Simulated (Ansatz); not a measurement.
ZnF₂ (P4_2/mnm)

These are results of DFT PBE, scalar-relativistic, plane waves, PAW (Ansatz), not measurements.

Plane waves to 420 eV, a k mesh through Γ of 6×6×8 on the computed 6-atom cell and Gaussian smearing (0.02 eV); no spin polarisation.

The structure is relaxed at this level of theory with its symmetry kept.

```cif
data_structure
_symmetry_space_group_name_H-M 'P4_2/mnm'
_symmetry_Int_Tables_number 136
_cell_length_a 4.8000
_cell_length_b 4.8000
_cell_length_c 3.1755
_cell_angle_alpha 90.000
_cell_angle_beta 90.000
_cell_angle_gamma 90.000
_cell_volume 73.16
loop_
_atom_site_label
_atom_site_type_symbol
_atom_site_symmetry_multiplicity
_atom_site_Wyckoff_symbol
_atom_site_fract_x
_atom_site_fract_y
_atom_site_fract_z
_atom_site_occupancy
Zn1 Zn 2 a 0.00000 0.00000 0.00000 1
F1 F 4 f 0.30438 0.30438 0.00000 1
```

Q: Formation energy from the elements' standard states (uncorrected)?

A: -2.293 eV/atom.

Q: Kohn–Sham band gap?

A: 3.52 eV, indirect from R to Γ.

Q: Löwdin character of the top 1 eV of the valence band?

A: F 2p 67 %, Zn 3d 32 %.

Q: Löwdin character of the lowest 1 eV of the conduction band?

A: Zn 4s 76 %, F 2s 15 %, F 2p 8 %.

Q: Electron masses at the edge by Cartesian direction of the standard setting (m_e; degenerate bands sorted by energy; no spin-orbit coupling)?

A: x: 0.45; y: 0.45; z: 0.41.

Q: Hole masses at the edge by Cartesian direction of the standard setting (m_e; degenerate bands sorted by energy; no spin-orbit coupling)?

A: x: 1.8, 1.8; y: 1.1, 1.1; z: 3.6, 3.6.

Q: Bulk modulus?

A: 89 GPa.

Q: Its pressure derivative?

A: 6.3.

Q: Electronic dielectric constant xx, yy, zz of the standard setting (independent particles)?

A: 2.6, 2.6, 2.7.

Q: Bader charges (e)?

A: Zn (2 in the cell) 1.48, F (4 in the cell) -0.74.